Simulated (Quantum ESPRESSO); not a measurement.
A calculation with Quantum ESPRESSO 7.5 of AlRu (native input, structure typed inline):

File pw.in:

```
&CONTROL
  calculation = 'scf'
  prefix = 'pwscf'
  outdir = './tmp'
  pseudo_dir = './pseudo'
  tprnfor = .true.
  tstress = .true.
  disk_io = 'low'
/
&SYSTEM
  ibrav = 0
  nat = 2
  ntyp = 2
  ecutwfc = 45
  ecutrho = 360
  nbnd = 16
  occupations = 'smearing'
  smearing = 'fd'
  degauss = 0.00367493
/
&ELECTRONS
  conv_thr = 4d-10
  electron_maxstep = 120
  mixing_beta = 0.5
/
ATOMIC_SPECIES
Ru   101.0700 ru_pbesol_v1.2.uspp.F.UPF
Al    26.9815 al_pbesol_v1.uspp.F.UPF
CELL_PARAMETERS angstrom
   2.9916000000    0.0000000000    0.0000000000
   0.0000000000    2.9916000000    0.0000000000
   0.0000000000    0.0000000000    2.9916000000
ATOMIC_POSITIONS crystal
Ru     0.5000000000    0.5000000000    0.5000000000
Al     0.0000000000    0.0000000000    0.0000000000
K_POINTS automatic
9 9 9 0 0 0
```

The input pp_density.in:

```
&INPUTPP
  prefix = 'pwscf'
  outdir = './tmp'
  filplot = 'density.dat'
  plot_num = 0
/
&PLOT
  nfile = 1
  filepp(1) = 'density.dat'
  iflag = 3
  output_format = 6
  fileout = 'density.cube'
/
```

The input pp_potential.in:

```
&INPUTPP
  prefix = 'pwscf'
  outdir = './tmp'
  filplot = 'potential.dat'
  plot_num = 11
/
&PLOT
  nfile = 1
  filepp(1) = 'potential.dat'
  iflag = 3
  output_format = 6
  fileout = 'potential.cube'
/
```

Potentials or basis: GBRV 1.5 PBEsol.

The run is started by

```console
$ OMP_NUM_THREADS=1 mpirun -n 2 pw.x -nk 2 -in pw.in > pw.out
$ OMP_NUM_THREADS=1 mpirun -n 1 pp.x -in pp_density.in > pp_density.out
$ OMP_NUM_THREADS=1 mpirun -n 1 pp.x -in pp_potential.in > pp_potential.out
```

Problem. Write the same calculation in another form: ASE script, structure from a POSCAR.

Solution. As run:

run.py

```python
import numpy as np
from ase.calculators.espresso import Espresso, EspressoProfile
from ase.io import read

atoms = read('POSCAR')

input_data = {
    'control': {'calculation': 'scf', 'prefix': 'pwscf', 'outdir': './tmp', 'tprnfor': True, 'tstress': True, 'disk_io': 'nowf'},
    'system': {'ecutwfc': 45.0, 'ecutrho': 360.0, 'nbnd': 16, 'occupations': 'smearing', 'smearing': 'fd', 'degauss': 0.00367493},
    'electrons': {'conv_thr': 4e-10, 'electron_maxstep': 120, 'mixing_beta': 0.5},
}
pseudopotentials = {'Al': 'al_pbesol_v1.uspp.F.UPF', 'Ru': 'ru_pbesol_v1.2.uspp.F.UPF'}
profile = EspressoProfile(command='mpirun -n 2 pw.x -nk 2', pseudo_dir='pseudo')
dft = Espresso(profile=profile, input_data=input_data, pseudopotentials=pseudopotentials, kpts=(9, 9, 9), koffset=(0, 0, 0))
atoms.calc = dft

print(f'energy {atoms.get_potential_energy():.8f} eV')
print('forces (eV/A)')
print(np.round(atoms.get_forces(), 6))
print('stress (eV/A^3, Voigt)')
print(np.round(atoms.get_stress(), 8))
print(f'Fermi level {dft.get_fermi_level():.4f} eV')
```

File POSCAR:

```
AlRu
1.0
    2.9916000000      0.0000000000      0.0000000000
    0.0000000000      2.9916000000      0.0000000000
    0.0000000000      0.0000000000      2.9916000000
Ru Al
1 1
Direct
    0.5000000000      0.5000000000      0.5000000000
    0.0000000000      0.0000000000      0.0000000000
```

Potentials or basis: GBRV 1.5 PBEsol.

Launch:

```bash
$ OMP_NUM_THREADS=1 python run.py
```

Both were run:

|  | native input, structure typed inline | ASE script, structure from a POSCAR |
| --- | --- | --- |
| Pressure | -3.5 GPa | -3.5 GPa |
| Band gap on the k mesh | none (metal or under the smearing width) | none (metal or under the smearing width) |

Keys that steer only the numerical path or the files written may differ.
